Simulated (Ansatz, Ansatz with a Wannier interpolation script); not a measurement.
# G0W0 band structure of GaN (P6_3mc)

Wanted: quasiparticle gap and band widths of GaN (P6_3mc) over the whole zone.

Calculated with Ansatz 0.2.0; LDA, Wannier functions and G0W0, plane waves, PAW.

The database entry behind the starting cell differs from later determinations by our own check (about 0.3 % short, ideal inner coordinate), so it need not match the best structure at ambient conditions.

### Step 1. Set-up

The structure is hexagonal, space group P6_3mc (No. 186). Conventional cell: a = 3.180 Å, b = 3.180 Å, c = 5.166 Å, α = 90.00°, β = 90.00°, γ = 120.00°. Ga has 4 N at 1.94 to 1.95 Å nearest. Nearest to N lie 4 Ga at 1.94 to 1.95 Å. Farther neighbours and most contacts between anions are not listed.

Structure file:

```cif
data_structure
_symmetry_space_group_name_H-M 'P 1'
_symmetry_Int_Tables_number 1
_cell_length_a 3.1800
_cell_length_b 3.1800
_cell_length_c 5.1660
_cell_angle_alpha 90.000
_cell_angle_beta 90.000
_cell_angle_gamma 120.000
_cell_volume 45.24
loop_
_atom_site_label
_atom_site_type_symbol
_atom_site_fract_x
_atom_site_fract_y
_atom_site_fract_z
_atom_site_occupancy
Ga1 Ga 0.33333 0.66667 0.00000 1
Ga2 Ga 0.66667 0.33333 0.50000 1
N3 N 0.33333 0.66667 0.37500 1
N4 N 0.66667 0.33333 0.87500 1
```

The cell and positions come from the Crystallography Open Database and are kept as given unless a step says otherwise.

### Step 2. LDA bands

The cheap functional maps the bands first; the places of the edges decide which points the dearer methods must see.

This step: DFT, LDA, plane waves, PAW; PAW set soft_1.

input.yaml

```yaml
crystal:
  lattice:
    - [3.18, 0.0, 0.0]
    - [-1.59, 2.75396078, 0.0]
    - [0.0, 0.0, 5.166]
  atoms:
    - { symbol: Ga, position: [0.33333333, 0.66666667, 0.0] }
    - { symbol: Ga, position: [0.66666667, 0.33333333, 0.5] }
    - { symbol: "N", position: [0.33333333, 0.66666667, 0.375] }
    - { symbol: "N", position: [0.66666667, 0.33333333, 0.875] }
kpoints:
  mp_grid: { grid: [9, 9, 4] }
  band_path:
    path:
      - [[0.0, 0.0, 0.0], [0.5, 0.0, 0.0], [0.33333333, 0.33333333, 0.0], [0.0, 0.0, 0.0], [0.0, 0.0, 0.5], [0.5, 0.0, 0.5], [0.33333333, 0.33333333, 0.5], [0.0, 0.0, 0.5]]
      - [[0.5, 0.0, 0.5], [0.5, 0.0, 0.0]]
      - [[0.33333333, 0.33333333, 0.5], [0.33333333, 0.33333333, 0.0]]
    npoints: 10
hamiltonian:
  xc: lda
  pseudopotentials: { kind: paw, azcp: { folder: soft_1 }, xc_functional: pbe }
scf:
  occupations: { method: fermi_dirac, width: 0.02 }
  n_extra_bands: 30
output:
  eigenvalues: true
  fatbands: true
  write_density: true
  write_potential: true
  elf: true
  volumetric_format: npy
```

Launch:

```
$ ansatz run input.yaml --threads 3 --pin off --max-ram 92160MiB --backend cuda --events-out ev --progress --plain --runs-dir out --devices 1 --max-vram 13GiB
```

Numbers of over 12 decimals in the logs are rounded to 6 here.

The log of the run:

```text
scf.n_extra_bands = 30 over 18 filled bands (N_el = 36.0): the run solves 48 bands
GPUs: using 1 of 1 available (devices: 1).
Engine: ansatz 0.2.0, x86_64-unknown-linux-gnu
Pseudopotentials: kind: paw
Pseudopotential: Ga, paw, valence charge 13, recommended cutoff 420 eV (normal), soft_1/Ga.paw.azcp
Pseudopotential: N, paw, valence charge 5, recommended cutoff 420 eV (normal), soft_1/N.paw.azcp
Functional definition: SPW92
  exchange = slater_x
  correlation = pw_c
device memory: the entry about to start is reckoned to put 1.8 GiB on a device that reports 54.1 GiB free (of which the cap on the GPU budget leaves the run 13.0 GiB)
GPU FFT provider: cuFFT
GPU libraries: cuBLAS 13.8.2, cuFFT 12.4.0, cuSOLVER 12.3.4
Crystal: 4 atoms, lattice volume = 45.242 Å³
Basis set: ecut = 420 eV, 881 PW (Γ)
Bands: 48, of which v1, the nominal top of the filled ones, is band 18 counted from 1 (17 counted from 0)
Symmetry: 12 space group operations
Space group: P63mc (ITA 186), of the structure as read, at distance tolerance 3.6e-5 Å
k-points: 36 of 324 (time reversal used)
Non-local potential: Ga, projectors of the file, l = 0: 2, l = 1: 2, l = 2: 3, l = 3: 1
Non-local potential: N, projectors of the file, l = 0: 2, l = 1: 2, l = 2: 1
PAW form: soft (Blöchl's): semilocal exchange-correlation on the pseudo side does not see the compensation charge
PAW frozen core: Ga, regenerated for the run's functional, and the local potential with it (the file was generated under x = pbe(κ = 0.804, μ = 0.219515), c = pbe(β = 0.066725))
PAW frozen core: N, regenerated for the run's functional, and the local potential with it (the file was generated under x = pbe(κ = 0.804, μ = 0.219515), c = pbe(β = 0.066725))
PAW one-centre angular grid: Ga, 590 points (default); XC on 64 Gauss nodes
PAW one-centre angular grid: N, 110 points (default); XC on 64 Gauss nodes
Initial density: superposition of atomic densities (chi_scale 0.1, normalization cell, long waves kept (reshape's long-wave potential 0.00 eV rms))
Initial wavefunctions: pseudopotential atomic-orbital guess
GPU buffer pool allocated for 20736 grid points (all kernels)
GPU transforms: local potential and band sums: pruned to the plane-wave sphere, on 24×24×36
Functional: x = slater, c = lda
SCF iter   1: F=—  HF=-8165.425755 eV  |F-HF|=—  |Δ(HF+E_count)|=         —  Δρ=1.04e-1  dr2=4.28e0  ethr=3.10e-3  ⟨swp⟩=5.4  Hψ=8106  notcnv=0  defer=486
preconditioner: auto → Resta (q_TF=auto, 2.626 Å⁻¹)  ε∞=2.0  [insulator: Δε(μ)=2.819 eV  Ē_g=32.632 eV  σ=0.020 eV  W_gap=1.00  n_scr=22 (ndim 8)  ℏωp=33.1 eV  f_vac=0.000  D(μ)=0.00/eV (n_scr^D=0)  ε∞_Penn≈2.0]
SCF iter   2: F=—  HF=-8164.510071 eV  |F-HF|=—  |Δ(HF+E_count)|=   9.16e-1  Δρ=4.91e-2  dr2=1.10e0  ethr=3.10e-3  ⟨swp⟩=2.0  Hψ=2293  notcnv=0  defer=803
SCF iter   3: F=—  HF=-8164.198699 eV  |F-HF|=—  |Δ(HF+E_count)|=   3.11e-1  Δρ=7.04e-3  dr2=1.55e-2  ethr=3.04e-3  ⟨swp⟩=2.1  Hψ=1353  notcnv=0  defer=803
SCF iter   4: F=—  HF=-8164.182021 eV  |F-HF|=—  |Δ(HF+E_count)|=   1.67e-2  Δρ=3.77e-3  dr2=3.57e-3  ethr=4.31e-5  ⟨swp⟩=2.2  Hψ=2759  notcnv=0  defer=802
SCF iter   5: F=—  HF=-8164.181213 eV  |F-HF|=—  |Δ(HF+E_count)|=   8.09e-4  Δρ=9.64e-4  dr2=2.51e-4  ethr=9.92e-6  ⟨swp⟩=2.0  Hψ=1780  notcnv=0  defer=802
SCF iter   6: F=—  HF=-8164.181198 eV  |F-HF|=—  |Δ(HF+E_count)|=   1.45e-5  Δρ=6.67e-5  dr2=2.10e-6  ethr=6.96e-7  ⟨swp⟩=2.7  Hψ=1554  notcnv=0  defer=802
SCF iter   7: F=—  HF=-8164.181241 eV  |F-HF|=—  |Δ(HF+E_count)|=   4.27e-5  Δρ=1.02e-5  dr2=4.38e-8  ethr=2.78e-10  ⟨swp⟩=8.9  Hψ=9957  notcnv=0
SCF iter   8: F=-8164.181241 eV  HF=-8164.181241 eV  |F-HF|=1.79e-10  |Δ(HF+E_count)|=   1.23e-8  Δρ=1.54e-6  dr2=4.51e-10  ethr=1.22e-10  ⟨swp⟩=1.1  Hψ=3500  notcnv=0
SCF 1 converged in 8 iterations: F = -8164.181241 eV  dr2 = 4.51e-10
[...]
device memory: the entry about to start is reckoned to put 3.1 GiB on a device that reports 55.3 GiB free (of which the cap on the GPU budget leaves the run 13.0 GiB)
NSCF: frozen V_eff on 93 k-points, pencils in batches of 32, up to order 212
SCF converged after 8 iterations
Free energy (F): -8164.181241 eV
Harris-Foulkes:  -8164.181241 eV  (|F-HF|=1.79e-10)
Internal energy: -8164.181241 eV  (E = F + TS)
E sigma→0 (E₀):  -8164.181241 eV
Fermi energy:    10.465094 eV
--- Per-component energies (eV) ---
  E_band       = -20.668566
  E_kinetic    = 481.766965
  E_local      = -2823.982197  (includes V_loc(G=0)·N_el)
  E_nonlocal   = -103.685817
  E_hartree    = 1783.565172
  E_xc         = -242.973247
  E_vxc        = -261.966597  (∫ρ·V_xc dr)
  E_paw        = -4078.663705  (= ΣΔE_a)
  E_vpaw       = -879.933446  (= ΣTr[D̂ρ^β])
  E_aug_tail   = 0.001266  (compensation charges beyond the density's cutoff)
  E_ewald      = -3183.826730
  E_core_change = 3.617051  (= ΣΔE_core)
  E_smearing   = -0.000000  (= −TS)
  E_closure    = 0.000000  (closes the sum)
  Σ components = -8164.181241   (vs F -8164.181241, Δ=0.00e0)
--- Band table (eV; the first three rows and the last of 36) ---
  k-point 0: bands = [... 14 lower, 8.3949, 9.4062, 9.4694, 9.4694, 11.4463, 13.6668, 18.5720, 19.2162, ... 26 higher]
  k-point 1: bands = [... 14 lower, 8.5447, 8.5447, 9.3047, 9.3047, 12.6076, 13.7808, 18.1829, 18.9180, ... 26 higher]
  k-point 2: bands = [... 14 lower, 8.9176, 8.9176, 8.9176, 8.9176, 13.7016, 13.7016, 17.8460, 17.8460, ... 26 higher]
  k-point 35: bands = [... 14 lower, 5.1878, 5.1878, 7.9447, 7.9447, 15.8480, 15.8480, 16.6575, 16.6575, ... 26 higher]
```

Run time: 10 s. Hardware: 1 × NVIDIA H100 80GB HBM3 (shared by 6 runs) with 3 threads of AMD EPYC 7R13 (Zen 3), shared host; peak memory 0.94 GiB.

This step gave:

```
filled bands         : 18
gap                  : 1.977 eV
valence top at       : Γ
conduction bottom at : Γ
least direct gap     : 1.977 eV
```

The gap is direct, at Γ.

ELF in the ac plane at fractional y = 0.333, with atoms of Ga and N within 0.2 Å of it. It is the smooth field of the valence electrons, not physical close to the nuclei.

Values, 22 rows by 16 columns, each cell a mean:
```
0.35 0.23 0.20 0.20 0.22 0.31 0.53 0.74 0.81 0.76 0.64 0.62 0.72 0.81 0.80 0.62
0.44 0.24 0.19 0.19 0.22 0.37 0.63 0.79 0.80 0.60 0.30 0.24 0.50 0.76 0.82 0.71
0.50 0.26 0.17 0.17 0.23 0.41 0.66 0.79 0.77 0.51 0.16 0.11 0.38 0.72 0.80 0.73
0.47 0.25 0.15 0.14 0.20 0.39 0.62 0.76 0.78 0.65 0.44 0.40 0.58 0.75 0.78 0.69
0.38 0.19 0.10 0.09 0.15 0.31 0.53 0.70 0.78 0.80 0.77 0.76 0.79 0.79 0.74 0.59
0.25 0.11 0.06 0.05 0.09 0.20 0.37 0.55 0.68 0.76 0.79 0.79 0.77 0.71 0.60 0.43
0.16 0.08 0.05 0.04 0.07 0.13 0.22 0.32 0.39 0.43 0.46 0.46 0.44 0.40 0.34 0.26
0.14 0.10 0.07 0.07 0.09 0.13 0.17 0.21 0.23 0.23 0.22 0.22 0.23 0.24 0.22 0.19
0.17 0.16 0.15 0.15 0.16 0.17 0.19 0.21 0.19 0.12 0.08 0.08 0.11 0.17 0.21 0.20
0.21 0.26 0.30 0.30 0.28 0.23 0.22 0.21 0.12 0.04 0.02 0.02 0.03 0.09 0.19 0.22
0.26 0.39 0.46 0.47 0.43 0.31 0.25 0.19 0.10 0.01 0.09 0.17 0.00 0.08 0.15 0.24
0.35 0.53 0.60 0.60 0.56 0.42 0.29 0.22 0.11 0.04 0.02 0.02 0.02 0.08 0.19 0.25
0.44 0.60 0.65 0.65 0.62 0.51 0.34 0.25 0.18 0.11 0.07 0.06 0.09 0.15 0.22 0.28
0.50 0.61 0.64 0.64 0.62 0.54 0.39 0.26 0.22 0.20 0.18 0.17 0.19 0.21 0.23 0.32
0.47 0.56 0.59 0.60 0.57 0.51 0.39 0.27 0.20 0.20 0.21 0.21 0.20 0.19 0.22 0.33
0.38 0.46 0.51 0.52 0.48 0.41 0.32 0.22 0.17 0.15 0.14 0.14 0.14 0.15 0.19 0.27
0.25 0.33 0.38 0.38 0.35 0.28 0.20 0.13 0.10 0.08 0.07 0.07 0.07 0.08 0.11 0.16
0.16 0.21 0.24 0.24 0.22 0.18 0.13 0.09 0.06 0.05 0.05 0.05 0.05 0.06 0.07 0.11
0.14 0.17 0.18 0.19 0.17 0.15 0.13 0.11 0.11 0.12 0.13 0.13 0.12 0.11 0.11 0.12
0.17 0.18 0.19 0.19 0.18 0.17 0.18 0.22 0.28 0.33 0.35 0.36 0.34 0.29 0.24 0.19
0.21 0.20 0.21 0.21 0.20 0.21 0.27 0.40 0.53 0.60 0.63 0.63 0.61 0.56 0.45 0.30
0.26 0.21 0.21 0.21 0.21 0.25 0.38 0.59 0.73 0.76 0.76 0.75 0.76 0.75 0.66 0.45
```
Columns run along a (3.2 Å), rows up along c (5.2 Å). Atoms in or near the plane, at fractional coordinates: Ga at (0.67, 0.50), N at (0.67, 0.88).

Electrostatic potential energy in the ac plane at fractional y = 0.333, with atoms of Ga and N within 0.2 Å of it. With pseudopotentials it is smooth inside the atoms' cores, unlike the true potential.

Ten even steps from '_' (-33 eV) to '@' (40 eV):
```
++========++++++==::____..--++++
++++====++++++==::________..==++
++++++++++++++==..__________--++
++++++++++++++==::________..==++
**************++--..______::==**
****************++--::::::==++**
****************++++====++++++**
**************++++++======++++**
************++++============++++
++********++++====++****++====++
++********++====++%%@@@@%%**====
++++******++====##@@@@@@@@%%++==
++++****++++==++##@@@@@@@@%%++==
++++****++++====##@@@@@@@@%%++==
++++****++++====++%%@@@@%%**====
++++++++++++++====++****++====++
++**********++++============++++
**************++++++======++++**
****************++++++++++++****
********************************
********************************
**++++++++++********************
++++++++++++++******************
++++====++++++****************++
++========++++++****++++****++++
++========++++++++==----==++++++
```
Columns run along a (3.2 Å; values clipped at the 3rd and 97th percentile), rows up along c (5.2 Å). Atoms in or near the plane, at fractional coordinates: Ga at (0.67, 0.50), N at (0.67, 0.88).

### Step 3. Wannier functions (Ga:4s Ga:4p N:2p) on 9×9×4

Localised functions give a small Hamiltonian that interpolates between mesh points at no cost.

This step: maximally localised Wannier functions, LDA, plane waves, PAW; PAW set soft_1.

input.yaml, the sections that differ from step 2:

```yaml
kpoints:
  mp_grid: { grid: [9, 9, 4] }
scf:
  occupations: { method: fixed }
  n_extra_bands: 30
output:
  wannier:
    kmesh: [9, 9, 4]
    projections:
      - { species: Ga, l: s, shell: 4 }
      - { species: Ga, l: p, shell: 4 }
      - { species: "N", l: p, shell: 2 }
    minimise: true
    write_hr: true
    seedname: w
    conv_tol: 1.0e-06
    max_iter: 20000
    stability_check: false
    disentanglement:
      window: [2.1, 25.11]
      frozen_window: [2.1, 14.45]
      conv_tol: 1.0e-08
# crystal, hamiltonian: as in step 2
```

The log of the run:

```text
[...]
GPUs: using 1 of 1 available (devices: 1).
[...]
GPU FFT provider: cuFFT
GPU libraries: cuBLAS 13.8.2, cuFFT 12.4.0, cuSOLVER 12.3.4
Crystal: 4 atoms, lattice volume = 45.242 Å³
Basis set: ecut = 420 eV, 881 PW (Γ)
Bands: 48, of which v1, the nominal top of the filled ones, is band 18 counted from 1 (17 counted from 0)
Symmetry: 12 space group operations
[...]
k-points: 36 of 324 (time reversal used)
[...]
GPU buffer pool allocated for 20736 grid points (all kernels)
[...]
SCF iter   1: F=—  HF=-8165.425755 eV  |F-HF|=—  |Δ(HF+E_count)|=         —  Δρ=1.04e-1  dr2=4.28e0  ethr=3.10e-3  ⟨swp⟩=4.1  Hψ=5765  notcnv=0  defer=964
[...]
SCF iter   8: F=-8164.181241 eV  HF=-8164.181241 eV  |F-HF|=2.82e-9  |Δ(HF+E_count)|=   2.83e-7  Δρ=4.69e-6  dr2=6.46e-9  ethr=2.73e-10  ⟨swp⟩=3.8  Hψ=4546  notcnv=0
SCF 1 converged in 8 iterations: F = -8164.181241 eV  dr2 = 6.46e-9
[...]
NSCF: frozen V_eff on 36 k-points
the band table was solved once the SCF had ended and its energy, with any forces and stress, was formed, with the checks that follow a solve (6453 applications of the Hamiltonian). They found nothing against the state; the energy, forces and stress were not computed again (output.eigenvalues in the input reference)
[...]
NSCF: frozen V_eff on 40 k-points, pencils in batches of 32, up to order 192
the Wannier pass solved 40 of the 324 points of its mesh, and has the states at the others by symmetry: states obtained by the crystal's operations at points that were solved too leave a residual of 3.39e-13 eV (read by the count's bands and the next), within 6.67e-6 eV
SCF converged after 8 iterations
Free energy (F): -8164.181241 eV
[...]
Internal energy: -8164.181241 eV  (E = F + TS)
E sigma→0 (E₀):  -8164.181241 eV
Fermi energy:    9.469333 eV
[...]
--- Band table (eV; the first three rows and the last of 36) ---
  k-point 0: bands = [... 14 lower, 8.3948, 9.4062, 9.4693, 9.4693, 11.4463, 13.6668, 18.5719, 19.2162, ... 26 higher]
  k-point 1: bands = [... 14 lower, 8.5446, 8.5446, 9.3047, 9.3047, 12.6076, 13.7807, 18.1829, 18.9180, ... 26 higher]
  k-point 2: bands = [... 14 lower, 8.9176, 8.9176, 8.9176, 8.9176, 13.7016, 13.7016, 17.8459, 17.8459, ... 26 higher]
  k-point 35: bands = [... 14 lower, 5.1878, 5.1878, 7.9447, 7.9447, 15.8479, 15.8479, 16.6574, 16.6574, ... 26 higher]
Wannier search: line search 1 of at most 20000: gauge-dependent spread (as the search counts it) 7.2410196 Å², largest recent change 1.0e0 Å² against conv_tol 1.0e-6 Å², 0 stops escaped
```

The job ended after 14 s (1 × NVIDIA H100 80GB HBM3 (shared by 6 runs) with 3 threads; peak memory 1 GiB).

Numbers from this step:

```
gauge-invariant spread     : 19.12 Å²
diagonal spread            : 0.1146 Å²
off-diagonal spread        : 3.498 Å²
total spread               : 22.73 Å²
least projectability       : 0.2070
localisation steps         : 67
disentanglement steps      : 119
r.m.s. interpolation error : 0.002760 eV
r.m.s. error near the gap  : 0.003481 eV
```

Near the gap the model misses directly solved bands by 3.5 meV r.m.s. and by 47 meV at most in the window tested. This tests the starting bands, not the corrections carried with them.

Wannier functions, by row:

```
function  x (Å)  y (Å)   z (Å)  spread (Å²)  nearest atom  distance (Å)
       1      0   2.33   0.349         2.07           Ga1         0.605
       2   1.59  0.424   2.932         2.07           Ga2         0.605
       3      0   1.85  -0.922         1.92           Ga1         0.923
       4      0  2.126   0.195        2.713           Ga1          0.35
       5      0  1.034   0.283        1.867           Ga1          0.85
       6   1.59  0.904   1.661         1.92           Ga2         0.923
       7   1.59  0.628   2.778        2.713           Ga2          0.35
       8   1.59   1.72   2.866        1.867           Ga2          0.85
       9      0  1.836   1.928        0.953            N3         0.009
      10      0  1.827   1.953        0.923            N3         0.018
      11      0   1.84   1.951        0.919            N3         0.014
      12   1.59  0.918   4.511        0.953            N4         0.009
      13   1.59  0.927   4.536        0.923            N4         0.018
      14   1.59  0.914   4.534        0.919            N4         0.014
```

Frozen up to 4.98 eV; above it the model need not follow the bands. Electronic bands along the path, in eV, zero at the valence-band top:

```csv
point,band 15,band 16,band 17,band 18,band 19,band 20,band 21,band 22
Γ,-1.07,-0.06,0.00,0.00,1.98,4.20,9.10,9.76
halfway,-2.87,-2.04,-0.76,-0.50,4.29,5.85,7.31,8.48
M,-4.33,-2.81,-2.30,-1.00,4.93,5.55,6.28,8.53
halfway,-4.35,-3.62,-2.46,-1.90,5.66,6.49,6.68,8.37
K,-5.40,-3.08,-3.08,-2.75,4.97,7.74,7.74,8.29
halfway,-3.70,-2.45,-1.03,-0.95,4.93,6.81,7.27,7.63
Γ,-1.07,-0.06,0.00,0.00,1.98,4.20,9.10,9.76
halfway,-0.92,-0.92,-0.16,-0.16,3.14,4.31,8.71,9.45
A,-0.55,-0.55,-0.55,-0.55,4.23,4.23,8.38,8.38
halfway,-2.13,-2.13,-1.32,-1.32,5.18,5.18,7.56,7.56
L,-1.98,-1.98,-1.95,-1.95,4.32,4.32,8.02,8.02
halfway,-3.27,-3.27,-1.64,-1.64,5.29,5.29,8.10,8.10
H,-4.28,-4.28,-1.52,-1.52,6.38,6.38,7.24,7.24
halfway,-2.17,-2.17,-1.86,-1.86,5.61,5.61,7.57,7.57
A,-0.55,-0.55,-0.55,-0.55,4.23,4.23,8.38,8.38
jump to L,-1.98,-1.98,-1.95,-1.95,4.32,4.32,8.02,8.02
halfway,-3.38,-2.58,-1.75,-1.31,4.23,4.98,7.71,7.77
M,-4.33,-2.81,-2.30,-1.00,4.93,5.55,6.28,8.53
jump to H,-4.28,-4.28,-1.52,-1.52,6.38,6.38,7.24,7.24
halfway,-5.10,-3.27,-2.26,-2.26,5.91,7.14,7.14,8.07
K,-5.40,-3.08,-3.08,-2.75,4.97,7.74,7.74,8.29
```

The same for Kohn-Sham, solved directly:

```
point  band 15  band 16  band 17  band 18  band 19  band 20  band 21  band 22
    Γ    -1.07    -0.06     0.00     0.00     1.98     4.20     9.10     9.75
    M    -4.33    -2.81    -2.30    -1.00     4.92     5.53     5.94     8.53
    K    -5.40    -3.08    -3.08    -2.75     4.97     7.74     7.74     8.29
    Γ    -1.07    -0.06     0.00     0.00     1.98     4.20     9.10     9.75
    A    -0.55    -0.55    -0.55    -0.55     4.23     4.23     8.38     8.38
    L    -1.98    -1.98    -1.95    -1.95     4.31     4.31     7.68     7.68
    H    -4.28    -4.28    -1.52    -1.52     6.38     6.38     7.19     7.19
    A    -0.55    -0.55    -0.55    -0.55     4.23     4.23     8.38     8.38
    L    -1.98    -1.98    -1.95    -1.95     4.31     4.31     7.68     7.68
    M    -4.33    -2.81    -2.30    -1.00     4.92     5.53     5.94     8.53
    H    -4.28    -4.28    -1.52    -1.52     6.38     6.38     7.19     7.19
    K    -5.40    -3.08    -3.08    -2.75     4.97     7.74     7.74     8.29
```

[end of part 1 of 2]

[Paths, hosts, dates, memory and timing lines, banners, echoed tables and standing remarks are left out of the program output.]

[Logs are printed without paths, hosts, clocks, repeated set-up lines and the standing remarks that a program may print on its own settings, such as how far it seeks lower states.]

[Runs of the session that timed out or met a known fault of the program may be left out.]

[Hosts, paths, dates, database ids (printed as entryN), source tags and the programs' standing remarks are cut or masked in the printed files.]
